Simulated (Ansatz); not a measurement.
# TaN: the cost of one run

Program: Ansatz 0.2.0. Level of theory: DFT PBEsol, scalar-relativistic. These are calculated values, not measurements.

### Step 1. The starting structure

The structure is hexagonal, space group P6_3mc (No. 186). Conventional cell: a = 3.050 Å, b = 3.050 Å, c = 4.940 Å, α = 90.00°, β = 90.00°, γ = 120.00°. Ta (site symmetry 3m) is surrounded by 4 N at 1.85 to 1.90 Å. Around N (site symmetry 3m) lie 4 Ta at 1.85 to 1.90 Å.

Structure file:

```xyz
4
Lattice="3.0500 0.0000 0.0000 -1.5250 2.6414 0.0000 0.0000 0.0000 4.9400" Properties=species:S:1:pos:R:3 pbc="T T T"
Ta    0.0000    1.7609    0.0000
Ta    1.5250    0.8805    2.4700
N     0.0000    1.7609    1.9019
N     1.5250    0.8805    4.3719
```

Atoms are numbered in the order of the input: Ta1, Ta2, N3, N4.

### Step 2. The deformed structure

Space group P6_3mc before, P1 after.

### Step 3. All-electron LAPW

input.yaml reads:

```yaml
crystal:
  lattice:
    - [3.0500010905, 0.0457500164, 0.0457500164]
    - [-1.4853798689, 2.6185034178, 0.0167456682]
    - [0.0741, 0.0741, 4.94]
  atoms:
    - { symbol: Ta, position: [0.3333333333, 0.6666666667, 0.0] }
    - { symbol: Ta, position: [0.6666666667, 0.3333333333, 0.5] }
    - { symbol: "N", position: [0.3333333333, 0.6666666667, 0.385] }
    - { symbol: "N", position: [0.6666666667, 0.3333333333, 0.885] }
kpoints:
  mp_grid: { grid: [9, 9, 5] }
  band_path:
    path:
      - [0.0, 0.0, 0.0]
      - [0.0, -0.5, 0.0]
      - [0.0, 0.0, 0.5]
      - [0.0, 0.0, 0.0]
      - [-0.5, 0.0, 0.0]
      - [-0.5, 0.5, -0.5]
      - [0.0, 0.0, 0.0]
      - [-0.5, 0.0, -0.5]
      - [-0.5, 0.5, 0.0]
    npoints: 5
scf:
  occupations: { method: fermi_dirac, width: 0.01 }
hamiltonian:
  xc: pbesol
  pseudopotentials: { kind: all_electron, lapw: { basis_error: 0.001 } }
output:
  forces: true
  stress: true
  eigenvalues: true
```

On the command line:

```sh
$ ansatz run input.yaml --threads 1 --pin off --max-ram 6144MiB --backend cpu --events-out ev --progress --plain --runs-dir out
```

What time and memory should one allow on 1 thread of Intel Xeon Platinum 8375C at 2.90GHz (Ice Lake), shared host?

About 8.7 min, with a peak of 1.7 GiB.
